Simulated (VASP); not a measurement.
# PtS2 (P-3m1) in VASP: notebook

The runs below take PtS2 through dielectric tensor, with PBE.

Everything below comes from runs of VASP 6.6.1. Logs are shortened: lines on timing, memory, paths and dates and some standing lists are left out, and cuts for length are marked.

## Step 1: The structure

It takes space group P-3m1 (No. 164, trigonal). Conventional cell: a = 3.543 Å, b = 3.543 Å, c = 5.039 Å, α = 90.00°, β = 90.00°, γ = 120.00°. Pt (site symmetry -3m) has 6 S at 2.34 Å as nearest neighbours. S (site symmetry 3m) is surrounded by 3 Pt at 2.34 Å.

## Step 2: Dielectric tensor, PBE

File INCAR:

```
  PREC = Accurate
  ENCUT = 460
  EDIFF = 1E-8
  ISMEAR = 0
  SIGMA = 0.01
  LREAL = F
  LASPH = T
  NELM = 100
  ALGO = Normal
  ISIF = 2
  LWAVE = F
  LCHARG = F
  GGA = PE
  LEPSILON = T
```

File KPOINTS:

```
regular mesh
0
Gamma
  5 5 3
```

File POSCAR:

```
PtS2
1.0
    3.5432000000      0.0000000000      0.0000000000
   -1.7716000000      3.0685012107      0.0000000000
    0.0000000000      0.0000000000      5.0388000000
Pt S
1 2
Direct
    0.0000000000      0.0000000000      0.0000000000
    0.6666666667      0.3333333333      0.7730000000
    0.3333333333      0.6666666667      0.2270000000
```

Potentials or basis: VASP PAW PBE potentials, release 64 (Pt, S).

Launch:

```
$ cat potpaw_PBE.64/Pt/POTCAR potpaw_PBE.64/S/POTCAR > POTCAR
$ mpirun -np 1 vasp_std > vasp.out
```

OUTCAR:

```text
PREC = Accurate
   ENCUT = 460
   EDIFF = 1E-8
   ISMEAR = 0
   LREAL = F
   LASPH = T
   NELM = 100
   ISIF = 2
   GGA = PE
   LEPSILON = T

 Found     12 irreducible k-points:

 Following reciprocal coordinates:
            Coordinates               Weight
  0.000000  0.000000  0.000000      1.000000
  0.200000  0.000000  0.000000      6.000000
  0.400000  0.000000  0.000000      6.000000
  0.200000  0.200000  0.000000      6.000000
  0.400000  0.200000  0.000000      6.000000
  0.000000  0.000000  0.333333      2.000000
   k-points           NKPTS =     12   k-points in BZ     NKDIM =     12   number of bands    NBANDS=     15
   number of dos      NEDOS =    301   number of ions     NIONS =      3
   total plane-waves  NPLWV =  28224
   dimension x,y,z NGX =    28 NGY =   28 NGZ =   36
   dimension x,y,z NGXF=    56 NGYF=   56 NGZF=   72
   ions per type =               1   2
   NGX,Y,Z   is equivalent  to a cutoff of  13.14, 13.14, 11.88 a.u.
   NGXF,Y,Z  is equivalent  to a cutoff of  26.28, 26.28, 23.76 a.u.
 SYSTEM =  unknown system
   PREC   = accura    normal or accurate (medium, high low for compatibility)
   ISTART =      0    job   : 0-new  1-cont  2-samecut
   ICHARG =      2    charge: 1-file 2-atom 10-const
   ISPIN  =      1    spin polarized calculation?
   LNONCOLLINEAR =      F non collinear calculations
   LSORBIT =      F    spin-orbit coupling
   LASPH  =      T    aspherical Exc in radial PAW
   ENCUT  =  460.0 eV  33.81 Ry    5.81 a.u.   6.20  6.20  8.81*2*pi/ulx,y,z
   NELM   =    100;   NELMIN=  2; NELMDL= -5     # of ELM steps
   EDIFF  = 0.1E-07   stopping-criterion for ELM
   LREAL  =      F    real-space projection
   EDIFFG = 0.1E-06   stopping-criterion for IOM
   NSW    =      0    number of steps for IOM
   IBRION =     -1    ionic relax: 0-MD 1-quasi-New 2-CG
   NFREE  =      0    steps in history (QN), initial steepest desc. (CG)
   ISIF   =      2    stress and relaxation
   ISYM   =      2    0-nonsym 1-usesym 2-fastsym
   POTIM  = 0.5000    time-step for ionic-motion
   TEBEG  =    0.0;   TEEND  =   0.0 temperature during run
   PSTRESS=    0.0 pullay stress
   NELECT =      22.0000    total number of electrons
   NUPDOWN=      -1.0000    fix difference up-down
   EMIN   =  10.00;   EMAX   =-10.00  energy-range for DOS
   EFERMI =   0.00;   METHOD = LEGACY
   ISMEAR =     0;   SIGMA  =   0.01  broadening in eV -4-tet -1-fermi 0-gaus
   EFERMI_NEDOS =   21; number of points for ismear=-14 and -15
   IALGO  =     38    algorithm
   IMIX   =      4    mixing-type and parameters
     AMIX     =   0.40;   BMIX     =  1.00
     AMIX_MAG =   1.60;   BMIX_MAG =  1.00
  volume/ion in A,a.u.               =      18.26       123.23
  Fermi-wavevector in a.u.,A,eV,Ry     =   1.207812  2.282434 19.848315  1.458810
  Thomas-Fermi vector in A             =   2.343439
   LORBIT       =      0    0 simple, 1 ext, 2 COOP (PROOUT), +10 PAW based schemes
   GGA     = PE    functional components
   LHFCALC =     F    Hartree Fock is set to
   AEXX    =    0.0000 exact exchange contribution
   IVDW    =     0    specifies the selected vdW correction
   LEPSILON=     T    determine dielectric tensor
   LRPA    =     F    only Hartree local field effects (RPA)
 non-spin polarized calculation
 Gauss-broadening in eV      SIGMA  =   0.01
  energy-cutoff  :      460.00
  volume of cell :       54.78
 maximum number of plane-waves:      1241
 NGX is ok and might be reduce to    28
   NGX = 13   NGY = 13   NGZ = 17

--------------------------------------- Ionic step        1  -------------------------------------------

 number of electron      22.0000000 magnetization

 E-fermi :   6.6832     XC(G=0): -10.5758

 val. band max:        6.6121691469   @ k =   0.0000   0.0000   0.0000
 cond. band min:       7.9301073806   @ k =   0.2000   0.2000   0.0000
 fundamental gap:      1.3179382336
 Fermi energy:         6.6832281205

 k-point     1 :       0.0000    0.0000    0.0000
  band No.  band energies     occupation
      1      -8.8227      2.00000
      2      -5.5822      2.00000
      3      -0.2967      2.00000
      4      -0.2967      2.00000
      5      -0.1796      2.00000
      6       2.7652      2.00000
      7       2.7652      2.00000
      8       4.9460      2.00000
      9       5.5938      2.00000
     10       5.5938      2.00000
     11       6.6122      2.00000
     12       9.1962      0.00000
     13       9.1962      0.00000
     14      11.5302      0.00000
     15      12.5102      0.00000

 k-point     2 :       0.2000    0.0000    0.0000
  band No.  band energies     occupation
      1      -8.3056      2.00000
      2      -5.8855      2.00000
      3       0.0391      2.00000
      4       0.0596      2.00000
      5       0.3739      2.00000
      6       1.9480      2.00000
      7       2.4699      2.00000
      8       3.9071      2.00000
      9       5.4307      2.00000
     10       5.4505      2.00000
     11       6.4307      2.00000
     12       8.2351      0.00000
     13       9.0152      0.00000
     14      12.5167      0.00000
     15      13.9346      0.00000

 k-point     3 :       0.4000    0.0000    0.0000
  band No.  band energies     occupation
      1      -7.1580      2.00000
      2      -6.3791      2.00000
      3      -0.4765      2.00000
      4       0.5144      2.00000
      5       1.3242      2.00000
      6       1.8531      2.00000
      7       2.7354      2.00000
      8       3.4602      2.00000
      9       4.1731      2.00000
     10       4.2317      2.00000
     11       4.8394      2.00000
     12       8.4774      0.00000
     13       9.4607      0.00000
     14      12.1475      0.00000
     15      13.6947      0.00000

 k-point     4 :       0.2000    0.2000    0.0000
  band No.  band energies     occupation
      1      -7.4515      2.00000
      2      -6.2463      2.00000
      3       0.2441      2.00000
      4       0.5017      2.00000
      5       0.8101      2.00000
      6       1.4950      2.00000
      7       1.9989      2.00000
      8       3.5246      2.00000
      9       4.3776      2.00000
     10       4.7090      2.00000
     11       6.3518      2.00000
     12       7.9301      0.00000
     13       8.7562      0.00000
     14      12.7454      0.00000
     15      14.4624      0.00000

 k-point     5 :       0.4000    0.2000    0.0000
  band No.  band energies     occupation
      1      -6.6363      2.00000
      2      -6.5625      2.00000
      3      -0.4628      2.00000
      4       0.4239      2.00000
      5       1.1125      2.00000
      6       2.0818      2.00000
      7       2.2132      2.00000
      8       3.3016      2.00000
      9       3.7735      2.00000
     10       4.5220      2.00000
     11       5.4795      2.00000
     12       8.0828      0.00000
     13       8.2535      0.00000
     14      12.4446      0.00000
     15      14.4356      0.00000

 k-point     6 :       0.0000    0.0000    0.3333
  band No.  band energies     occupation
      1      -8.6220      2.00000
      2      -6.1031      2.00000
      3      -0.2817      2.00000
      4      -0.2817      2.00000
      5       0.7267      2.00000
      6       2.7479      2.00000
      7       2.7479      2.00000
      8       4.5274      2.00000
      9       5.4518      2.00000
     10       5.4518      2.00000
     11       5.9560      2.00000
     12       9.5457      0.00000
     13       9.5457      0.00000
     14      11.9532      0.00000
     15      13.7396      0.00000

 [... further k-points ...]

  FORCE on cell =-STRESS in cart. coord.  units (eV):
  Direction    XX          YY          ZZ          XY          YZ          ZX
  --------------------------------------------------------------------------------------
  -------------------------------------------------------------------------------------
  Total        4.0042378      4.0042378      3.3522839      0.0000000     -0.0000000     -0.0000000
  in kB      117.1065944    117.1065944     98.0397718      0.0000000     -0.0000000     -0.0000000
  external PRESSURE =     110.7509868 kB  Pullay stress =       0.0000000 kB

 VOLUME and BASIS-vectors are now :
 -----------------------------------------------------------------------------
  energy-cutoff  :      460.00
  volume of cell :       54.78
      direct lattice vectors                 reciprocal lattice vectors
     3.543200000  0.000000000  0.000000000     0.282230752  0.162946001  0.000000000
    -1.771600000  3.068501211  0.000000000     0.000000000  0.325892001  0.000000000
     0.000000000  0.000000000  5.038800000     0.000000000  0.000000000  0.198459951

 POSITION                                       TOTAL-FORCE (eV/Angst)
 -----------------------------------------------------------------------------------
      0.00000      0.00000      0.00000        -0.000000      0.000000      0.000000
      1.77160      1.02283      3.89499        -0.000000      0.000000     -1.233666
     -0.00000      2.04567      1.14381         0.000000     -0.000000      1.233666
 -----------------------------------------------------------------------------------
    total drift:                                0.000000     -0.000000      0.000000

  FREE ENERGIE OF THE ION-ELECTRON SYSTEM (eV)
  ---------------------------------------------------
  free  energy   TOTEN  =       -15.2751508736 eV

  energy  without entropy=      -15.2751508736  energy(sigma->0) =      -15.27515087

 HEAD OF MICROSCOPIC STATIC DIELECTRIC TENSOR (INDEPENDENT PARTICLE, excluding Hartree and local field effects)
 ------------------------------------------------------
          19.369085     0.000000     0.000000
           0.000000    19.369085    -0.000000
           0.000000     0.000000    12.340769
 ------------------------------------------------------

 Free energy of the ion-electron system (eV)
  ---------------------------------------------------
  ---------------------------------------------------
  free energy    TOTEN  =        -2.80136332 eV

  energy without entropy =       -2.80136332

------------------------ aborting loop because EDIFF is reached ----------------------------------------

--------------------------------------- Ionic step        2  -------------------------------------------

------------------------ aborting loop because EDIFF is reached ----------------------------------------

--------------------------------------- Ionic step        3  -------------------------------------------

 Free energy of the ion-electron system (eV)
  ---------------------------------------------------
  ---------------------------------------------------
  free energy    TOTEN  =        -1.34968871 eV

  energy without entropy =       -1.34968871

------------------------ aborting loop because EDIFF is reached ----------------------------------------

 PIEZOELECTRIC TENSOR FIELD DIRECTION 3  (e Angst)
 -----------------------------------------------------------------------------
     0.00528 -0.00000  0.00000           (  0.00010 -0.00000  0.00000)
    -0.00000  0.00528  0.00000           (  0.00000  0.00010  0.00000)
     0.00000  0.00000 -0.01038           (  0.00000  0.00000  0.00003)

 PIEZOELECTRIC TENSOR FIELD DIRECTION 3  (C/m^2)
 -----------------------------------------------------------------------------
     0.00154 -0.00000  0.00000
    -0.00000  0.00154  0.00000
     0.00000  0.00000 -0.00304

 MACROSCOPIC STATIC DIELECTRIC TENSOR (including local field effects in DFT)
 ------------------------------------------------------
          18.141686    -0.000000     0.000000
          -0.000000    18.141686     0.000000
           0.000000     0.000000     9.504646
 ------------------------------------------------------

 PIEZOELECTRIC TENSOR (including local field effects)  for field in x, y, z        (e  Angst)
          XX          YY          ZZ          XY          YZ          ZX
  --------------------------------------------------------------------------------
  x     0.00000     0.00000     0.00000     0.00000     0.00000     0.00000
  y     0.00000     0.00000     0.00000     0.00000     0.00000     0.00000
  z     0.00000     0.00000     0.00000     0.00000     0.00000     0.00000

 PIEZOELECTRIC TENSOR (including local field effects)  for field in x, y, z        (C/m^2)
          XX          YY          ZZ          XY          YZ          ZX
  --------------------------------------------------------------------------------
  x     0.00000     0.00000     0.00000     0.00000     0.00000     0.00000
  y     0.00000     0.00000     0.00000     0.00000     0.00000     0.00000
  z     0.00000     0.00000     0.00000     0.00000     0.00000     0.00000

 BORN EFFECTIVE CHARGES (including local field effects) (in |e|, cummulative output)
 ---------------------------------------------------------------------------------
 ion    1
    1     2.82375     0.00000     0.00000
    2     0.00000     2.82375    -0.00000
    3     0.00000     0.00000    -0.63258
 ion    2
    1    -1.41188     0.00000     0.00000
    2     0.00000    -1.41188     0.00000
    3     0.00000     0.00000     0.31629
 ion    3
    1    -1.41188     0.00000     0.00000
    2     0.00000    -1.41188     0.00000
    3     0.00000     0.00000     0.31629
```

Run time: 76 s. Hardware: 1 thread of Intel Xeon Platinum 8559C (Emerald Rapids), shared host; peak memory 0.2 GiB.

These settings aren't checked as converged: the numbers below hold their error.

What came out:

```yaml
Band_gap_on_the_k_mesh: 1.32 eV, indirect (least direct gap 1.42 eV)
Electronic_dielectric_tensor_diagonal: 18.14, 18.14, 9.50
Born_charges_mean_of_the_diagonal: Pt +1.67; S -0.84 e
```

Caveat: spin-orbit coupling is left out, which moves the levels of the heavy elements; an odd mesh through Γ misses points on the zone boundary, where band edges often lie.

## Step 3: Dielectric tensor, PBE

INCAR, as its differences from that of step 2:

```diff
@@ -1,3 +1,3 @@
   PREC = Accurate
-  ENCUT = 460
+  ENCUT = 340
   EDIFF = 1E-8
```

File KPOINTS:

```
regular mesh
0
Gamma
  6 6 4
```

POSCAR is that of step 2.

Potentials or basis: VASP PAW PBE potentials, release 64 (Pt, S).

Launch:

```
$ cat potpaw_PBE.64/Pt/POTCAR potpaw_PBE.64/S/POTCAR > POTCAR
$ mpirun -np 1 vasp_std > vasp.out
```

OUTCAR:

```text
PREC = Accurate
   ENCUT = 340
   EDIFF = 1E-8
   ISMEAR = 0
   LREAL = F
   LASPH = T
   NELM = 100
   ISIF = 2
   GGA = PE
   LEPSILON = T

 Found     24 irreducible k-points:

 Following reciprocal coordinates:
            Coordinates               Weight
  0.000000  0.000000  0.000000      1.000000
  0.166667 -0.000000  0.000000      6.000000
  0.333333 -0.000000  0.000000      6.000000
  0.500000 -0.000000  0.000000      3.000000
  0.166667  0.166667  0.000000      6.000000
  0.333333  0.166667  0.000000     12.000000
   k-points           NKPTS =     24   k-points in BZ     NKDIM =     24   number of bands    NBANDS=     15
   number of dos      NEDOS =    301   number of ions     NIONS =      3
   total plane-waves  NPLWV =  17280
   dimension x,y,z NGX =    24 NGY =   24 NGZ =   30
   dimension x,y,z NGXF=    48 NGYF=   48 NGZF=   60
   ions per type =               1   2
[... 250 lines left out ...]
          18.695308     0.000000     0.000000
           0.000000    18.695308     0.000000
           0.000000     0.000000     8.775275
 ------------------------------------------------------

 PIEZOELECTRIC TENSOR (including local field effects)  for field in x, y, z        (e  Angst)
          XX          YY          ZZ          XY          YZ          ZX
  --------------------------------------------------------------------------------
  x     0.00000     0.00000     0.00000     0.00000     0.00000     0.00000
  y     0.00000     0.00000     0.00000     0.00000     0.00000     0.00000
  z     0.00000     0.00000     0.00000     0.00000     0.00000     0.00000

 PIEZOELECTRIC TENSOR (including local field effects)  for field in x, y, z        (C/m^2)
          XX          YY          ZZ          XY          YZ          ZX
  --------------------------------------------------------------------------------
  x     0.00000     0.00000     0.00000     0.00000     0.00000     0.00000
  y     0.00000     0.00000     0.00000     0.00000     0.00000     0.00000
  z     0.00000     0.00000     0.00000     0.00000     0.00000     0.00000

 BORN EFFECTIVE CHARGES (including local field effects) (in |e|, cummulative output)
 ---------------------------------------------------------------------------------
 ion    1
    1     3.00284     0.00000     0.00000
    2     0.00000     3.00284     0.00000
    3     0.00000     0.00000    -0.58238
 ion    2
    1    -1.50142     0.00000     0.00000
    2     0.00000    -1.50142    -0.00000
    3    -0.00000     0.00000     0.29119
 ion    3
    1    -1.50142     0.00000     0.00000
    2     0.00000    -1.50142    -0.00000
    3    -0.00000     0.00000     0.29119
```

It took 68 s on 1 thread of Intel Xeon Platinum 8559C (Emerald Rapids), shared host; peak memory 0.18 GiB.

The run converged, but some of its settings lie outside the range that counts as converged, so its numbers aren't taken as properties of the crystal.

Results:

- Band gap on the k mesh: 0.98 eV, indirect (least direct gap 1.50 eV)
- Electronic dielectric tensor (diagonal): 18.70, 18.70, 8.78
- Born charges (mean of the diagonal): Pt +1.81; S -0.90 e

Caveat: spin-orbit coupling is left out, which moves the levels of the heavy elements.

(Continued in part 2 of 2.)
